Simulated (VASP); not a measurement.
# Pd (I4/mmm) in VASP: a series of runs, part 2 of 2

VASP 6.6.1. The steps go on from the part before.

### Step 4. Single point, LDA (strain -0.080 along x and y, +0.000 along z, atoms carried along)

INCAR reads:

```
SYSTEM = Pd
PREC = Accurate
ENCUT = 520
EDIFF = 1E-6
ISMEAR = 0
SIGMA = 0.15
LREAL = .False.
LASPH = .True.
NELM = 80
ALGO = Normal
ISIF = 2
LWAVE = .False.
LCHARG = .False.
GGA = CA
NBANDS = 11
```

KPOINTS reads:

```
Automatic mesh
0
Gamma
  20 20 20
  0 0 0
```

POSCAR reads:

```
Pd
1.0
    0.0000000000      1.7893080000      1.9449000000
    1.7893080000      0.0000000000      1.9449000000
    1.7893080000      1.7893080000      0.0000000000
Pd
1
Direct
    0.0000000000      0.0000000000      0.0000000000
```

Potentials or basis: VASP PAW LDA potentials, release 64 (Pd).

Command:

```
cat potpaw_LDA.64/Pd/POTCAR > POTCAR
mpirun -np 1 vasp_std > vasp.out
```

OUTCAR:

```text
SYSTEM = Pd
   PREC = Accurate
   ENCUT = 520
   EDIFF = 1E-6
   ISMEAR = 0
   LREAL = .False.
   LASPH = .True.
   NELM = 80
   ISIF = 2
   GGA = CA

 ion  position               nearest neighbor table
   1  0.000  0.000  0.000-

  LATTYP: Found a body centered tetragonal cell.
 ALAT       =     2.5304636409
 C/A-ratio  =     1.5371886548

  Lattice vectors:

 A1 = (  -1.7893080000,   0.0000000000,   1.9449000000)
 A2 = (   1.7893080000,   0.0000000000,   1.9449000000)
 A3 = (   0.0000000000,   1.7893080000,  -1.9449000000)

Analysis of symmetry for initial positions (statically):
=====================================================================
 Subroutine PRICEL returns:
 Original cell was already a primitive cell.

 Routine SETGRP: Setting up the symmetry group for a
 body centered tetragonal supercell.

 Subroutine GETGRP returns: Found 16 space group operations
 (whereof 16 operations were pure point group operations)
 out of a pool of 16 trial point group operations.

The static configuration has the point symmetry D_4h.

Analysis of symmetry for dynamics (positions and initial velocities):
=====================================================================
 Subroutine PRICEL returns:
 Original cell was already a primitive cell.

 Routine SETGRP: Setting up the symmetry group for a
 body centered tetragonal supercell.

 Subroutine GETGRP returns: Found 16 space group operations
 (whereof 16 operations were pure point group operations)
 out of a pool of 16 trial point group operations.

The dynamic configuration has the point symmetry D_4h.

 Subroutine INISYM returns: Found 16 space group operations
 (whereof 16 operations are pure point group operations),
 and found     1 'primitive' translations

----------------------------------------------------------------------------------------

                                     Primitive cell

  volume of cell :      12.4537

  direct lattice vectors                    reciprocal lattice vectors
     0.000000000  1.789308000  1.944900000    -0.279437637  0.279437637  0.257082626
     1.789308000  0.000000000  1.944900000     0.279437637 -0.279437637  0.257082626
     1.789308000  1.789308000  0.000000000     0.279437637  0.279437637 -0.257082626

  length of vectors
     2.642774892  2.642774892  2.530463641     0.471446989  0.471446989  0.471446989

  position of ions in fractional coordinates (direct lattice)
     0.000000000  0.000000000  0.000000000

  ion indices of the primitive-cell ions
   primitive index   ion index
                 1           1

----------------------------------------------------------------------------------------

 KPOINTS: Automatic mesh

Automatic generation of k-mesh.
 Grid dimensions read from file:
 generate k-points for:   20   20   20

 Generating k-lattice:

  Cartesian coordinates                     Fractional coordinates (reciprocal lattice)
    -0.013971882  0.013971882  0.012854131     0.050000000  0.000000000  0.000000000
     0.013971882 -0.013971882  0.012854131     0.000000000  0.050000000  0.000000000
     0.013971882  0.013971882 -0.012854131    -0.000000000 -0.000000000  0.050000000

  Length of vectors
     0.023572349  0.023572349  0.023572349

  Shift w.r.t. Gamma in fractional coordinates (k-lattice)
     0.000000000  0.000000000  0.000000000

 Subroutine IBZKPT returns following result:
 ===========================================

 Found    641 irreducible k-points:

 Following reciprocal coordinates:
            Coordinates               Weight
  0.000000  0.000000  0.000000      1.000000
  0.050000  0.000000  0.000000      8.000000
  0.100000  0.000000  0.000000      8.000000
  0.150000  0.000000  0.000000      8.000000
  0.200000  0.000000  0.000000      8.000000
  0.250000  0.000000  0.000000      8.000000
[... 16 lines left out ...]
 -0.400000  0.050000  0.000000      8.000000
 -0.350000  0.050000  0.000000      8.000000
 [... further k-points ...]
   k-points           NKPTS =    641   k-points in BZ     NKDIM =    641   number of bands    NBANDS=     11
   number of dos      NEDOS =    301   number of ions     NIONS =      1
   total plane-waves  NPLWV =   8000
   dimension x,y,z NGX =    20 NGY =   20 NGZ =   20
   dimension x,y,z NGXF=    40 NGYF=   40 NGZF=   40
   ions per type =               1
   NGX,Y,Z   is equivalent  to a cutoff of  12.58, 12.58, 13.14 a.u.
   NGXF,Y,Z  is equivalent  to a cutoff of  25.16, 25.16, 26.28 a.u.
 SYSTEM =  Pd
   PREC   = accura    normal or accurate (medium, high low for compatibility)
   ISTART =      0    job   : 0-new  1-cont  2-samecut
   ICHARG =      2    charge: 1-file 2-atom 10-const
   ISPIN  =      1    spin polarized calculation?
   LNONCOLLINEAR =      F non collinear calculations
   LSORBIT =      F    spin-orbit coupling
   LASPH  =      T    aspherical Exc in radial PAW
   ENCUT  =  520.0 eV  38.22 Ry    6.18 a.u.   4.91  4.91  4.70*2*pi/ulx,y,z
   NELM   =     80;   NELMIN=  2; NELMDL= -5     # of ELM steps
   EDIFF  = 0.1E-05   stopping-criterion for ELM
   LREAL  =      F    real-space projection
   EDIFFG = 0.1E-04   stopping-criterion for IOM
   NSW    =      0    number of steps for IOM
   IBRION =     -1    ionic relax: 0-MD 1-quasi-New 2-CG
   NFREE  =      0    steps in history (QN), initial steepest desc. (CG)
   ISIF   =      2    stress and relaxation
   ISYM   =      2    0-nonsym 1-usesym 2-fastsym
   POTIM  = 0.5000    time-step for ionic-motion
   TEBEG  =    0.0;   TEEND  =   0.0 temperature during run
   PSTRESS=    0.0 pullay stress
   NELECT =      10.0000    total number of electrons
   NUPDOWN=      -1.0000    fix difference up-down
   EMIN   =  10.00;   EMAX   =-10.00  energy-range for DOS
   EFERMI =   0.00;   METHOD = LEGACY
   ISMEAR =     0;   SIGMA  =   0.15  broadening in eV -4-tet -1-fermi 0-gaus
   EFERMI_NEDOS =   21; number of points for ismear=-14 and -15
   IALGO  =     38    algorithm
   IMIX   =      4    mixing-type and parameters
     AMIX     =   0.40;   BMIX     =  1.00
     AMIX_MAG =   1.60;   BMIX_MAG =  1.00
  volume/ion in A,a.u.               =      12.45        84.04
  Fermi-wavevector in a.u.,A,eV,Ry     =   1.521630  2.875463 31.502348  2.315357
  Thomas-Fermi vector in A             =   2.630319
   LORBIT       =      0    0 simple, 1 ext, 2 COOP (PROOUT), +10 PAW based schemes
   GGA     = CA    functional components
   LHFCALC =     F    Hartree Fock is set to
   AEXX    =    0.0000 exact exchange contribution
   IVDW    =     0    specifies the selected vdW correction
   LEPSILON=     F    determine dielectric tensor
   LRPA    =     F    only Hartree local field effects (RPA)
 non-spin polarized calculation
 Gauss-broadening in eV      SIGMA  =   0.15
  energy-cutoff  :      520.00
  volume of cell :       12.45
 maximum number of plane-waves:       346
   NGX =  9   NGY =  9   NGZ =  9

 number of electron      10.0000003 magnetization

 Free energy of the ion-electron system (eV)
  ---------------------------------------------------
  ext. energy  EPLUGINS =         0.00000000
  ---------------------------------------------------
  free energy    TOTEN  =        -6.28873746 eV

  energy without entropy =       -6.26809621  energy(sigma->0) =       -6.27841683

 E-fermi :  12.7845     XC(G=0): -14.5742

 val. band max:       12.7826458792   @ k =  -0.3500   0.0500   0.4000
 cond. band min:      12.7851912597   @ k =  -0.2000   0.3000   0.2500
 fundamental gap:      0.0025453805
 Fermi energy:        12.7845424438

 k-point     1 :       0.0000    0.0000    0.0000
  band No.  band energies     occupation
      1       4.1604      2.00000
      2       8.3699      2.00000
      3       9.4222      2.00000
      4       9.4222      2.00000
      5      10.5775      2.00000
      6      11.7340      2.00000
      7      29.9433      0.00000
      8      33.8911      0.00000
      9      36.4264      0.00000
     10      36.4264      0.00000
     11      37.8867      0.00000

 k-point     2 :       0.0500    0.0000    0.0000
  band No.  band energies     occupation
      1       4.2675      2.00000
      2       8.3951      2.00000
      3       9.3904      2.00000
      4       9.4625      2.00000
      5      10.5690      2.00000
      6      11.6990      2.00000
      7      30.0908      0.00000
      8      33.8493      0.00000
      9      35.9545      0.00000
     10      36.5813      0.00000
     11      37.8992      0.00000
[... 295 lines left out ...]
 k-point    24 :      -0.3500    0.0500    0.0000
  band No.  band energies     occupation
      1       6.1946      2.00000
      2       8.6688      2.00000
      3       9.6617      2.00000
      4      10.8018      2.00000
      5      11.9718      2.00000
      6      13.0017      0.04064
      7      24.4673      0.00000
      8      29.8871      0.00000
      9      35.4686      0.00000
     10      37.9122      0.00000
     11      38.1163      0.00000

 [... further k-points ...]
[... 5 lines left out ...]
  --------------------------------------------------------------------------------------
  -------------------------------------------------------------------------------------
  Total        3.5788917      3.5788917      2.6519410      0.0000000      0.0000000      0.0000000
  in kB      460.4279311    460.4279311    341.1748095      0.0000000      0.0000000      0.0000000
  external PRESSURE =     420.6768905 kB  Pullay stress =       0.0000000 kB

 VOLUME and BASIS-vectors are now :
 -----------------------------------------------------------------------------
  energy-cutoff  :      520.00
  volume of cell :       12.45
      direct lattice vectors                 reciprocal lattice vectors
     0.000000000  1.789308000  1.944900000    -0.279437637  0.279437637  0.257082626
     1.789308000  0.000000000  1.944900000     0.279437637 -0.279437637  0.257082626
     1.789308000  1.789308000  0.000000000     0.279437637  0.279437637 -0.257082626

 POSITION                                       TOTAL-FORCE (eV/Angst)
 -----------------------------------------------------------------------------------
      0.00000      0.00000      0.00000         0.000000     -0.000000      0.000000
 -----------------------------------------------------------------------------------
    total drift:                                0.000000      0.000000      0.000000

  FREE ENERGIE OF THE ION-ELECTRON SYSTEM (eV)
  ---------------------------------------------------
  free  energy   TOTEN  =        -6.2887374575 eV

  energy  without entropy=       -6.2680962093  energy(sigma->0) =       -6.27841683
```

OSZICAR:

```text
N       E                     dE             d eps       ncg     rms          rms(c)
DAV:   1     0.427513794818E+02    0.42751E+02   -0.52766E+03 14182   0.876E+02
DAV:   2    -0.612442677596E+01   -0.48876E+02   -0.47431E+02 15588   0.192E+02
DAV:   3    -0.664926780220E+01   -0.52484E+00   -0.52343E+00 17132   0.214E+01
DAV:   4    -0.665097060413E+01   -0.17028E-02   -0.17026E-02 17436   0.124E+00
DAV:   5    -0.665098336682E+01   -0.12763E-04   -0.12762E-04 17987   0.103E-01    0.132E+01
DAV:   6    -0.632956949905E+01    0.32141E+00   -0.95801E-01 17693   0.832E+00    0.658E+00
DAV:   7    -0.629583904697E+01    0.33730E-01   -0.60179E-02 17863   0.179E+00    0.267E+00
DAV:   8    -0.628879493050E+01    0.70441E-02   -0.51090E-03 16917   0.759E-01    0.176E-01
DAV:   9    -0.628873265411E+01    0.62276E-04   -0.29614E-04 17392   0.158E-01    0.311E-02
DAV:  10    -0.628873734651E+01   -0.46924E-05   -0.10185E-05 17701   0.319E-02    0.101E-02
DAV:  11    -0.628873745747E+01   -0.11096E-06   -0.16928E-07 11388   0.413E-03
   1 F= -.62887375E+01 E0= -.62784168E+01  d E =-.206412E-01
```

stdout:

```text
POSCAR found type information on POSCAR Pd
 POSCAR found :  1 types and       1 ions
 scaLAPACK will be used
 LDA part: xc-table for (Slater(with rela. corr.)+CA(PZ))
 , standard interpolation
 POSCAR, INCAR and KPOINTS ok, starting setup
 FFT: planning ... GRIDC
 FFT: planning ... GRID_SOFT
 FFT: planning ... GRID
 WAVECAR not read
 entering main loop
```

Wall time 27 s (1 thread of Intel Xeon 6975P-C (Granite Rapids), shared host); peak memory 0.2 GiB.

What came out:

```
Free energy            : -6.2887 eV
Pressure               : 42.1 GPa
Band gap on the k mesh : none (metal or under the smearing width)
```

Stress tensor (GPa, compression positive):
```
46.04  0.00  0.00
 0.00 46.04  0.00
 0.00  0.00 34.12
```

Caveat: so large a pressure means that the cell lies far from this level's equilibrium, or that cutoff or potentials fall short.

### Step 5. The runs side by side

| cell | gap on the mesh (eV) | pressure (GPa) |
| --- | --- | --- |
| strain +0.000 along x and y, -0.080 along z, atoms carried along | none | 12.1 |
| strain -0.080 along x and y, +0.040 along z, atoms carried along | none | 27.6 |
| strain -0.080 along x and y, +0.000 along z, atoms carried along | none | 42.1 |

Alike in all rows: task single point; level LDA; potentials or basis VASP PAW LDA potentials, release 64 (Pd); no spin polarisation; k mesh 20 × 20 × 20; cutoff (eV) 520; smearing gaussian 0.15 eV.

Caveats: so large a pressure means that the cell lies far from this level's equilibrium, or that cutoff or potentials fall short (some runs).

Total energies depend on the potentials used, so only differences within one code and one set of settings carry meaning.
